**Notebook page: pulling and squeezing a cubic ClO lattice along one edge**

A useful size to keep in mind: a stress of 1 GPa, kept up while one edge of this crystal lengthens by 1 %, does about 1 meV of work per atom. That links the stresses and the energies below.

The crystal is a hypothetical one. Each chlorine has eight oxygens around it at 2.76 Å, whereas the bond in a ClO molecule is roughly 1.6 Å long (a rough recalled size). One edge is changed by the fraction called strain, negative for squeezing, and the other two edges are held fixed. The strained cells are therefore tetragonal, and only the cell at zero strain is cubic.

CsCl-type ClO (a = 3.185 Å, not relaxed at this level) strained along x with fractional coordinates fixed, computed with Ansatz 0.2.0 using PBEsol, scalar-relativistic PAW and collinear spin. The plane-wave cutoff is 420 eV, the k mesh 16×16×16 and the Gaussian smearing 0.15 eV. Energy changes are differences in free energy from the unstrained cell.

| strain | energy change (meV/atom) | tensile stress along pattern (GPa) | pressure (GPa) | total moment (Bohr magneton a cell) |
| --- | --- | --- | --- | --- |
| -0.06 | -5.8 | -0.40 | -0.18 | 2.9460 |
| -0.03 | -5.2 | 0.95 | -1.34 | 2.9900 |
| 0 | 0.0 | 2.45 | -2.45 | 2.9980 |
| 0.015 | 4.2 | 3.11 | -2.93 | 2.9990 |
| 0.045 | 15.4 | 4.22 | -3.74 | 3.0000 |

The tensile stress along the pattern is positive when the crystal pulls inward along the strained edge. The pressure is the average over all three directions with the opposite sign, so a negative pressure means that the crystal is, on average, under tension.

**1. Which direction is downhill in energy, and why?**

Squeezing lowers the energy and stretching raises it. The reason stands in the row at zero strain, where the crystal already pulls inward with 2.45 GPa. The starting edge was not relaxed at this level of theory, and it is too long for the magnetic state computed here. A crystal held too long gives up energy when it is allowed to shorten, as a stretched spring does.

The fall is thus no sign that the cubic shape is about to distort of its own accord. A cubic crystal free of stress that was unstable in this direction would lower its energy both by shortening and by lengthening. Here one side goes down and the other goes up, which is the mark of a force already present at the start. The sign of the pressure at zero strain is enough to guess the direction in a similar scan of another cubic crystal: with negative pressure a slight squeeze releases energy, and with positive pressure a slight stretch does.

**2. How much of the energy comes from this initial tension?**

The side edges are fixed, so the face on which the stress acts keeps its area. Force times distance then gives the energy change $dE$ for a small further strain $d\varepsilon$:

$$dE = V_0\,\sigma\,d\varepsilon .$$

Here $V_0$ is the starting volume per atom and $\sigma$ the tensile stress along the strained edge. Near the start the stress is roughly a straight line, $\sigma = \sigma_0 + C\varepsilon$, and adding up the work gives

$$E = V_0\left(\sigma_0\,\varepsilon + \tfrac{1}{2}C\,\varepsilon^2\right).$$

The first term is the work of the tension that was there from the beginning, and it changes sign with the strain. The second is the ordinary cost of deforming an elastic body, positive either way. The stiffness $C$ is 46 GPa, the slope at zero strain of a parabola through the stresses at strains −0.03, 0 and 0.015. The energies were not used to find it.

The row at strain 0.045 makes a fair trial, since neither its stress nor its energy entered $C$. For this volume, 1 GPa corresponds to 100.8 meV per atom and unit strain:

$$100.8\times 2.45\times 0.045 = 11.1\ \text{meV},$$

$$100.8\times \tfrac{1}{2}\times 46\times 0.045^2 = 4.7\ \text{meV}.$$

The sum is 15.8 meV per atom, 3 % above the computed 15.4. Even at this largest stretch, the initial tension supplies more than two thirds of the energy. For smaller strains its share is larger still, because the elastic term shrinks with the square of the strain.

The formula does worst at the other end. At strain −0.06 it gives −6.5 meV per atom against the computed −5.8, an error of 12 % of the computed value. Just below zero strain the stress changes faster than the straight line assumes, so the pull dies away sooner and less energy is released.

**3. Does the crystal resist each further stretch equally?**

It does not. From strain −0.03 to 0 the axial stress rises at a rate of 50 GPa per unit strain, and over the last interval, from 0.015 to 0.045, at only 37 GPa. The crystal pulls back harder the further it is stretched, but further steps of equal size bring smaller and smaller increases.

A likely reason, which the table alone does not test, is the way bonds behave when they are drawn out. The attraction between neighbours fades with distance, while the repulsion that sets in when they are pushed together is steep. A bond is therefore stiffer on its short side than on its long side, and a crystal made of such bonds inherits the asymmetry. The interval from −0.06 to −0.03 does not fit the sequence, with a slope of 45 GPa where a still higher one would continue it, so the argument covers the range from −0.03 upwards.

The table does not reach the highest stress of this path: at the last point, with 4.2 GPa, the stress is still rising. Even that highest stress need not be the strength of the crystal, which could give way earlier by a shear or by a shift of its atoms that the scan does not allow. The path also differs from a tensile test on a bar, whose sides are free to draw in; here they are held in place.

**4. Is the crystal relaxed at the bottom of the energy curve?**

Along one direction it is. The axial stress passes through zero between the two squeezed rows, near a strain of −0.05 if a straight line is drawn between them. The energy has its minimum there, because without axial stress a small change of that edge does no work.

The two side edges are another matter. At strain −0.06 the crystal already pushes outward along the squeezed edge with 0.40 GPa, yet it still pulls inward along each side with 0.47 GPa. The average explains the sign in the pressure column:

$$\frac{0.40 - 2\times 0.47}{3} = -0.18\ \text{GPa}.$$

Shortening one edge eases the tension along the others, but only in part. A minimum found in a scan along one edge is the best length of that edge for the given sides, and it should not be taken for the equilibrium shape of the crystal.

**5. What would change if all three edges were free to shrink together?**

The pressure column can answer this, although only one edge was moved. In a cubic crystal the three directions are equivalent, so for small strains the pressure depends on the change of volume alone, whichever edge supplies it. The slope of the pressure at zero strain, taken from the same three rows as before, is therefore the bulk modulus of the starting cell. It comes to about 34 GPa.

A uniform shrinkage changes the volume by three times the change of the edge. The shrinkage that removes the tension is then about

$$\frac{2.45}{3\times 34} = 0.024,$$

or a little over 2 % of each edge. One edge acting alone had to give up about 5 % to lose its own tension, and the sides were still pulling inward then. The figure is a straight-line estimate, and since the crystal stiffens against volume change as it is compressed, the true shrinkage should be slightly smaller.

The same numbers show how sensitive the initial tension is to the starting cell. A change of 1 % in all edges shifts the pressure by about $3\times 34\times 0.01 = 1$ GPa. Two density functionals can differ by about that much in the lattice constants they prefer. The PAW datasets used here were also made for PBE and not for PBEsol, which may shift the stress somewhat. The tension of 2.45 GPa therefore belongs to this edge length together with this functional, and a scan started from the relaxed cell would have no linear term: its energy would rise on both sides, provided that the stiffness is still positive there.

**6. Why is the total moment so close to 3 Bohr magnetons?**

Counting electrons gives the number. Chlorine brings seven outer electrons and oxygen six, thirteen in all. The outer s and p orbitals of the two atoms offer eight places for each spin direction. If one spin direction is filled completely, the other holds five, and the difference is three. The free atoms lead to the same sum, with one unpaired electron on chlorine and two on oxygen, all parallel.

The calculation finds no overall energy gap in any row, so the crystal is a metal. A nearly whole-numbered moment in a metal is the usual sign of a half-metal: the electrons of one spin fill their bands up to a gap, and those of the other spin carry the current. The reading fits the rows from −0.03 upwards well.

At strain −0.06 the moment has dropped to 2.946. An electron that changes its spin lowers the moment by two, so about 0.03 electrons per cell have left the filled spin direction. Squeezing widens the bands and can lift the top of the filled ones to the level where electrons begin to leave. The smearing of 0.15 eV, which softens the edge between occupied and empty states, could cause the same loss a little earlier. Which of the two dominates is untested.

The runs began with parallel moments on the two atoms, and the state they reached may not be the lowest. An antiparallel or non-magnetic arrangement would have its own preferred edge length, and hence another initial tension. The stresses and energies on this page describe the parallel state.

**7. Which of the two squeezed cells is lower, and can the digits decide?**

As tabulated, the cell at −0.06 lies 0.6 meV per atom below the one at −0.03. The two stand on either side of the minimum, where the stress is small and changes sign, so little net work separates them. Small errors then weigh heavily.

The smearing is one such error. When the energies are extrapolated to zero smearing, the difference shrinks to 0.2 meV per atom. Most of the shift comes from the cell at −0.06, the one whose moment has begun to fall. Its order relative to its neighbour should carry no weight in an argument.

The larger steps are on firmer ground. For each of the three intervals from −0.03 upwards, the average stress at the two ends, multiplied by the strain step and the volume, reproduces the energy step to about 0.1 meV per atom. In the lowest interval the two differ by about 0.2 meV per atom, a large part of so small a step. From −0.03 upwards, then, stresses and energies agree well with each other; whether the functional describes such a lattice well is a separate question. For practical use, the direction of the energy change and the initial tension behind it can be relied on for this magnetic state and this functional, while the position of the minimum is good to about one digit.
